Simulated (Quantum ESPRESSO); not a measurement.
## V: equation of state with LDA

V:

```
V
1.0
     2.60429    0.00000    0.00000
    -1.30215    2.25538    0.00000
     0.00000    0.00000    4.72334
V
2
Cartesian
  0.0000 1.5036 1.1808
  1.3021 0.7518 3.5425
```

This isn't the form of V at room conditions, which is bcc.

```
Program                     : Quantum ESPRESSO 7.5
Task                        : equation of state
Functional                  : LDA
Potentials or basis         : GBRV 1.5 LDA
Cutoff                      : 612 eV
Density cutoff              : 4898 eV
k mesh                      : 12 × 12 × 6
Occupations                 : fermi-dirac, width 0.05 eV
Spin                        : collinear spin, ferromagnetic start
Starting moments            : [2.0, 2.0] μB
Form of the LDA correlation : PZ81
Mixing beta                 : 0.3
Most SCF iterations         : 120
SCF threshold               : 4e-10 Ry
```

```yaml
Equilibrium_volume: "12.88 Å³/atom (rough: see the caveat)"
Bulk_modulus_at_fixed_shape_and_positions: 201 GPa (rough)
```

Energy against volume, from the lowest point:
```tsv
volume (Å³/atom)	energy (meV/atom)
13.039	0.00
13.317	7.48
13.594	21.30
13.872	40.83
14.149	65.53
14.427	94.86
14.704	128.35
```

All runs of the series together: 2.1 min on 2 threads of Intel(R) Xeon(R) 6975P-C (Granite Rapids) (shared host).

Caveat: the minimum lies outside the volumes run; the cell was scaled at fixed shape and fractional positions, which overstates the stiffness of a crystal with free parameters, most of all of layers and chains.
